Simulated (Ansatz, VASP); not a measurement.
## Two plane-wave programs on AlN

```
CELL_PARAMETERS angstrom
0.00000 -2.20157 -2.20157
-2.20157 0.00000 -2.20157
2.20157 2.20157 -4.40314
ATOMIC_POSITIONS crystal
Al 0.99046 0.05700 0.00265
Al 0.51484 0.44830 0.50265
N 0.35897 0.41859 0.86989
N 0.88081 0.82119 0.36989
```

Change from the starting cell: mode 4 frozen in at -0.154 Å and mode 10 at +0.045 Å (largest displacements).

Alike in both runs: task single point; functional PBE; k mesh 6 × 6 × 6; occupations gaussian, width 0.05 eV; no spin polarisation.

|  | VASP | Ansatz |
| --- | --- | --- |
| version | VASP 6.6.1 | Ansatz 0.2.0 |
| potentials or method | VASP PAW PBE potentials, release 64 (Al, N) | scalar-relativistic, plane waves, PAW |
| plane-wave cutoff (eV) | 520 | 520 |
| valence electrons in the cell | 16 | 16 |

VASP gave:

| Item | Value |
| --- | --- |
| gap on the k mesh at the Fermi level (eV) | 3.14 |
| least direct gap on the mesh (eV) | 3.70 |
| pressure (GPa) | -0.6 |
| largest component of the traceless stress (GPa) | 4.13 |
| rms of the force components (eV/Å) | 0.581 |

Task: Estimate Ansatz's values.

Result: gap on the k mesh at the Fermi level (eV): 3.15; least direct gap on the mesh (eV): 3.69; pressure (GPa): -0.4; largest component of the traceless stress (GPa): 4.12; rms of the force components (eV/Å): 0.579.

Atom by atom the forces differ by 0.002 eV/Å (rms over components). With one functional, cell and mesh, what is left measures potentials, basis and numerics.

Caveats: forces of over 1 eV/Å show positions far from the minimum, so gaps and moduli don't describe the material at rest. A k mesh can miss the band edges.
